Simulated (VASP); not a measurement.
# N (P4_2/mnm) in VASP: a series of runs

Runs on N. Level: PBEsol. Tasks: single point.

Program: VASP 6.6.1. These are calculated values, not measurements. Logs are shortened: lines on timing, memory, paths and dates and some standing lists are left out, and cuts for length are marked.

## Step 1: The structure

Symmetry: P4_2/mnm, No. 136, tetragonal system. Conventional cell: a = 4.084 Å, b = 4.084 Å, c = 5.346 Å, α = 90.00°, β = 90.00°, γ = 90.00°. N (site symmetry m2m) has 1 N at 1.11 Å as nearest neighbours.

## Step 2: Single point, PBEsol

File INCAR:

```
PREC = Accurate
ENCUT = 280
EDIFF = 1E-6
ISMEAR = 0
SIGMA = 0.05
LREAL = F
LASPH = T
NELM = 100
ALGO = Normal
ISIF = 2
LWAVE = F
LCHARG = F
GGA = PS
ADDGRID = F
```

File KPOINTS:

```
regular mesh
0
Gamma
  8 8 6
```

File POSCAR:

```
N
1.0
    4.0840619700      0.0000000000      0.0000000000
    0.0000000000      4.0840619700      0.0000000000
    0.0000000000      0.0000000000      5.3459132500
N
4
Direct
    0.4042752000      0.5957248000      0.5000000000
    0.0957248000      0.0957248000      0.0000000000
    0.5957248000      0.4042752000      0.5000000000
    0.9042752000      0.9042752000      0.0000000000
```

Potentials or basis: VASP PAW PBE potentials, release 64 (N).

Started as:

```bash
> cat potpaw_PBE.64/N/POTCAR > POTCAR
> mpirun -np 1 vasp_std > vasp.out
```

OUTCAR:

```text
PREC = Accurate
   ENCUT = 280
   EDIFF = 1E-6
   ISMEAR = 0
   LREAL = F
   LASPH = T
   NELM = 100
   ISIF = 2
   GGA = PS

 Found     60 irreducible k-points:

 Following reciprocal coordinates:
            Coordinates               Weight
  0.000000  0.000000  0.000000      1.000000
  0.125000  0.000000  0.000000      4.000000
  0.250000  0.000000  0.000000      4.000000
  0.375000  0.000000  0.000000      4.000000
  0.500000  0.000000  0.000000      2.000000
  0.125000  0.125000  0.000000      4.000000
   k-points           NKPTS =     60   k-points in BZ     NKDIM =     60   number of bands    NBANDS=     14
   number of dos      NEDOS =    301   number of ions     NIONS =      4
   total plane-waves  NPLWV =  17280
   dimension x,y,z NGX =    24 NGY =   24 NGZ =   30
   dimension x,y,z NGXF=    48 NGYF=   48 NGZF=   60
   ions per type =               4
   NGX,Y,Z   is equivalent  to a cutoff of   9.77,  9.77,  9.33 a.u.
   NGXF,Y,Z  is equivalent  to a cutoff of  19.54, 19.54, 18.66 a.u.
 SYSTEM =  unknown system
   PREC   = accura    normal or accurate (medium, high low for compatibility)
   ISTART =      0    job   : 0-new  1-cont  2-samecut
   ICHARG =      2    charge: 1-file 2-atom 10-const
   ISPIN  =      1    spin polarized calculation?
   LNONCOLLINEAR =      F non collinear calculations
   LSORBIT =      F    spin-orbit coupling
   LASPH  =      T    aspherical Exc in radial PAW
   ENCUT  =  280.0 eV  20.58 Ry    4.54 a.u.   5.57  5.57  7.29*2*pi/ulx,y,z
   NELM   =    100;   NELMIN=  2; NELMDL= -5     # of ELM steps
   EDIFF  = 0.1E-05   stopping-criterion for ELM
   LREAL  =      F    real-space projection
   EDIFFG = 0.1E-04   stopping-criterion for IOM
   NSW    =      0    number of steps for IOM
   IBRION =     -1    ionic relax: 0-MD 1-quasi-New 2-CG
   NFREE  =      0    steps in history (QN), initial steepest desc. (CG)
   ISIF   =      2    stress and relaxation
   ISYM   =      2    0-nonsym 1-usesym 2-fastsym
   POTIM  = 0.5000    time-step for ionic-motion
   TEBEG  =    0.0;   TEEND  =   0.0 temperature during run
   PSTRESS=    0.0 pullay stress
   NELECT =      20.0000    total number of electrons
   NUPDOWN=      -1.0000    fix difference up-down
   EMIN   =  10.00;   EMAX   =-10.00  energy-range for DOS
   EFERMI =   0.00;   METHOD = LEGACY
   ISMEAR =     0;   SIGMA  =   0.05  broadening in eV -4-tet -1-fermi 0-gaus
   EFERMI_NEDOS =   21; number of points for ismear=-14 and -15
   IALGO  =     38    algorithm
   IMIX   =      4    mixing-type and parameters
     AMIX     =   0.40;   BMIX     =  1.00
     AMIX_MAG =   1.60;   BMIX_MAG =  1.00
  volume/ion in A,a.u.               =      22.29       150.43
  Fermi-wavevector in a.u.,A,eV,Ry     =   0.994678  1.879669 13.461399  0.989385
  Thomas-Fermi vector in A             =   2.126646
   LORBIT       =      0    0 simple, 1 ext, 2 COOP (PROOUT), +10 PAW based schemes
   GGA     = PS    functional components
   LHFCALC =     F    Hartree Fock is set to
   AEXX    =    0.0000 exact exchange contribution
   IVDW    =     0    specifies the selected vdW correction
   LEPSILON=     F    determine dielectric tensor
   LRPA    =     F    only Hartree local field effects (RPA)
 non-spin polarized calculation
 Gauss-broadening in eV      SIGMA  =   0.05
  energy-cutoff  :      280.00
  volume of cell :       89.17
 maximum number of plane-waves:       965
 NGX is ok and might be reduce to    24
   NGX = 11   NGY = 11   NGZ = 15

 number of electron      19.9999971 magnetization

 Free energy of the ion-electron system (eV)
  ---------------------------------------------------
  ext. energy  EPLUGINS =         0.00000000
  ---------------------------------------------------
  free energy    TOTEN  =       -33.72302288 eV

  energy without entropy =      -33.72302288  energy(sigma->0) =      -33.72302288

 E-fermi :  -6.0008     XC(G=0):  -6.5388

 val. band max:       -6.2374248533   @ k =   0.5000   0.5000   0.5000
 cond. band min:       0.5323476269   @ k =   0.0000   0.0000   0.0000
 fundamental gap:      6.7697724802
 Fermi energy:        -6.0008226251

 k-point     1 :       0.0000    0.0000    0.0000
  band No.  band energies     occupation
      1     -24.9485      2.00000
      2     -24.9112      2.00000
      3      -9.8842      2.00000
      4      -9.8842      2.00000
      5      -8.4741      2.00000
      6      -7.8342      2.00000
      7      -7.8342      2.00000
      8      -7.7098      2.00000
      9      -7.2518      2.00000
     10      -6.4951      2.00000
     11       0.5323      0.00000
     12       1.5343      0.00000
     13       1.8406      0.00000
     14       1.8406      0.00000

 k-point     2 :       0.1250    0.0000    0.0000
  band No.  band energies     occupation
      1     -24.9528      2.00000
      2     -24.9101      2.00000
      3      -9.9252      2.00000
      4      -9.9228      2.00000
      5      -8.4316      2.00000
      6      -7.9139      2.00000
      7      -7.8654      2.00000
      8      -7.7300      2.00000
      9      -7.1517      2.00000
     10      -6.4693      2.00000
     11       0.6505      0.00000
     12       1.5354      0.00000
     13       1.8102      0.00000
     14       1.8357      0.00000

 k-point     3 :       0.2500    0.0000    0.0000
  band No.  band energies     occupation
      1     -24.9440      2.00000
      2     -24.8983      2.00000
      3     -10.0056      2.00000
      4     -10.0008      2.00000
      5      -8.3172      2.00000
      6      -8.0247      2.00000
      7      -7.9255      2.00000
      8      -7.7771      2.00000
      9      -6.8925      2.00000
     10      -6.4089      2.00000
     11       0.9966      0.00000
     12       1.6834      0.00000
     13       1.7386      0.00000
     14       1.8068      0.00000

 k-point     4 :       0.3750    0.0000    0.0000
  band No.  band energies     occupation
      1     -24.9360      2.00000
      2     -24.9048      2.00000
      3     -10.0900      2.00000
      4     -10.0824      2.00000
      5      -8.2041      2.00000
      6      -8.0699      2.00000
      7      -8.0045      2.00000
      8      -7.8968      2.00000
      9      -6.6769      2.00000
     10      -6.4162      2.00000
     11       1.3606      0.00000
     12       1.6580      0.00000
     13       1.7090      0.00000
     14       1.7269      0.00000

 k-point     5 :       0.5000    0.0000    0.0000
  band No.  band energies     occupation
      1     -24.9174      2.00000
      2     -24.9174      2.00000
      3     -10.1211      2.00000
      4     -10.1211      2.00000
      5      -8.0613      2.00000
      6      -8.0613      2.00000
      7      -8.0486      2.00000
      8      -8.0486      2.00000
      9      -6.4971      2.00000
     10      -6.4971      2.00000
     11       1.6386      0.00000
     12       1.6386      0.00000
     13       1.6511      0.00000
     14       1.6511      0.00000

 k-point     6 :       0.1250    0.1250    0.0000
  band No.  band energies     occupation
      1     -24.9520      2.00000
      2     -24.9043      2.00000
      3      -9.9594      2.00000
      4      -9.9521      2.00000
      5      -8.3949      2.00000
      6      -7.9785      2.00000
      7      -7.8894      2.00000
      8      -7.7444      2.00000
      9      -7.0414      2.00000
     10      -6.4284      2.00000
     11       0.7807      0.00000
     12       1.5925      0.00000
     13       1.7784      0.00000
     14       1.8002      0.00000

 [... further k-points ...]

------------------------ aborting loop because EDIFF is reached ----------------------------------------

  FORCE on cell =-STRESS in cart. coord.  units (eV):
  Direction    XX          YY          ZZ          XY          YZ          ZX
  --------------------------------------------------------------------------------------
  -------------------------------------------------------------------------------------
  Total      -12.5485818    -12.5485818    -13.6392526     -0.0000000      0.0000000      0.0000000
  in kB     -225.4751454   -225.4751454   -245.0725108     -0.0000000      0.0000000      0.0000000
  external PRESSURE =    -232.0076005 kB  Pullay stress =       0.0000000 kB

 VOLUME and BASIS-vectors are now :
 -----------------------------------------------------------------------------
  energy-cutoff  :      280.00
  volume of cell :       89.17
      direct lattice vectors                 reciprocal lattice vectors
     4.084061970  0.000000000  0.000000000     0.244854267  0.000000000  0.000000000
     0.000000000  4.084061970  0.000000000     0.000000000  0.244854267  0.000000000
     0.000000000  0.000000000  5.345913250     0.000000000  0.000000000  0.187058778

 POSITION                                       TOTAL-FORCE (eV/Angst)
 -----------------------------------------------------------------------------------
      1.65108      2.43298      2.67296        -1.430337      1.430337      0.000000
      0.39095      0.39095      0.00000         1.430337      1.430337      0.000000
      2.43298      1.65108      2.67296         1.430337     -1.430337      0.000000
      3.69312      3.69312      0.00000        -1.430337     -1.430337      0.000000
 -----------------------------------------------------------------------------------
    total drift:                                0.000000     -0.000000      0.000000

  FREE ENERGIE OF THE ION-ELECTRON SYSTEM (eV)
  ---------------------------------------------------
  free  energy   TOTEN  =       -33.7230228825 eV

  energy  without entropy=      -33.7230228825  energy(sigma->0) =      -33.72302288
```

Run time: 14 s. Hardware: 1 thread of Intel Xeon Platinum 8259CL at 2.50GHz (Skylake/Cascade Lake), shared host; peak memory 0.15 GiB.

The run converged, but a check on its numbers failed (symmetry, net force, bounds or a known fault of this set-up), so they aren't taken as properties of the crystal.

Caveat: the cutoff lies under the usual one of these potentials, so the numbers hold a large basis-set error; the standard files for N, O and F lose accuracy on very short bonds; the PAW data sets were made with another functional, which shifts forces and pressure a little.

## Step 3: Single point, PBEsol

Edit INCAR of step 2 so:

```diff
@@ -1,3 +1,3 @@
 PREC = Accurate
-ENCUT = 280
+ENCUT = 400
 EDIFF = 1E-6
```

KPOINTS is that of step 2.

POSCAR is that of step 2.

Potentials or basis: VASP PAW PBE potentials, release 64 (N).

Started as:

```bash
> cat potpaw_PBE.64/N/POTCAR > POTCAR
> mpirun -np 1 vasp_std > vasp.out
```

Run time: 28 s. Hardware: 1 thread of Intel Xeon Platinum 8259CL at 2.50GHz (Skylake/Cascade Lake), shared host; peak memory 0.18 GiB.

The run converged, but some of its settings lie outside the range that counts as converged, so its numbers aren't taken as properties of the crystal.

Results:

```yaml
Free_energy: -34.0642 eV
Largest_force: 1.501 eV/Å
Band_gap_on_the_k_mesh: 6.83 eV, indirect (least direct gap 7.03 eV)
```

Caveat: the cutoff is under 1.25 times the usual one of these potentials, so pressure, stress and relaxed cells hold a basis-set (Pulay) error; the standard files for N, O and F lose accuracy on very short bonds; the PAW data sets were made with another functional, which shifts forces and pressure a little.

## Step 4: Single point, PBEsol

Edit INCAR of step 3 so:

```diff
@@ -1,3 +1,3 @@
 PREC = Accurate
-ENCUT = 400
+ENCUT = 460
 EDIFF = 1E-6
```

KPOINTS is that of step 3.

POSCAR is that of step 3.

Started as:

```bash
> cat potpaw_PBE.64/N/POTCAR > POTCAR
> mpirun -np 1 vasp_std > vasp.out
```

Wall time 38 s (1 thread of Intel Xeon Platinum 8259CL at 2.50GHz (Skylake/Cascade Lake), shared host); peak memory 0.19 GiB.

These settings aren't checked as converged: the numbers below hold their error.

Results:

| Item | Value |
| --- | --- |
| Free energy | -34.1225 eV |
| Pressure | 0.8 GPa |
| Largest force | 1.052 eV/Å |
| Band gap on the k mesh | 6.83 eV, indirect (least direct gap 7.03 eV) |

Caveat: the cutoff is under 1.25 times the usual one of these potentials, so pressure, stress and relaxed cells hold a basis-set (Pulay) error; the standard files for N, O and F lose accuracy on very short bonds; the PAW data sets were made with another functional, which shifts forces and pressure a little.

## Step 5: Single point, PBEsol

Edit INCAR of step 4 so:

```diff
@@ -3,3 +3,3 @@
 EDIFF = 1E-6
-ISMEAR = 0
+ISMEAR = -5
 SIGMA = 0.05
```

KPOINTS is that of step 4.

POSCAR is that of step 4.

Started as:

```bash
> cat potpaw_PBE.64/N/POTCAR > POTCAR
> mpirun -np 1 vasp_std > vasp.out
```

Wall time 38 s (1 thread of Intel Xeon Platinum 8259CL at 2.50GHz (Skylake/Cascade Lake), shared host); peak memory 0.19 GiB.

The run converged, but some of its settings lie outside the range that counts as converged, so its numbers aren't taken as properties of the crystal.

Results:

```yaml
Free_energy: -34.1225 eV
Pressure: 0.8 GPa
Largest_force: 1.052 eV/Å
Band_gap_on_the_k_mesh: 6.83 eV, indirect (least direct gap 7.03 eV)
```

Caveat: the cutoff is under 1.25 times the usual one of these potentials, so pressure, stress and relaxed cells hold a basis-set (Pulay) error; the standard files for N, O and F lose accuracy on very short bonds; the PAW data sets were made with another functional, which shifts forces and pressure a little.

## Step 6: Single point, PBEsol

Edit INCAR of step 5 so:

```diff
@@ -1,5 +1,5 @@
 PREC = Accurate
-ENCUT = 460
+ENCUT = 520
 EDIFF = 1E-6
-ISMEAR = -5
+ISMEAR = 0
 SIGMA = 0.05
```

KPOINTS is that of step 5.

POSCAR is that of step 5.

Potentials or basis: VASP PAW PBE potentials, release 64 (N).

Started as:

```bash
> cat potpaw_PBE.64/N/POTCAR > POTCAR
> mpirun -np 1 vasp_std > vasp.out
```

It took 40 s on 1 thread of Intel Xeon Platinum 8259CL at 2.50GHz (Skylake/Cascade Lake), shared host; peak memory 0.2 GiB.

These settings aren't checked as converged: the numbers below hold their error.

Results:

```yaml
Free_energy: -34.1367 eV
Pressure: 1.2 GPa
Largest_force: 0.868 eV/Å
Band_gap_on_the_k_mesh: 6.83 eV, indirect (least direct gap 7.03 eV)
```

Caveat: the standard files for N, O and F lose accuracy on very short bonds; the PAW data sets were made with another functional, which shifts forces and pressure a little.

## Step 7: The reference run

An earlier run on the cell as given: functional PBE; potentials or basis VASP PAW PBE potentials, release 64 (N); cutoff 520 eV; k mesh 7 × 7 × 5; occupations fermi-dirac, width 0.05 eV; no spin polarisation.

* Pressure: 1.8 GPa
* Largest force: 1.072 eV/Å
* Band gap on the k mesh: 6.90 eV, indirect (least direct gap 7.08 eV)
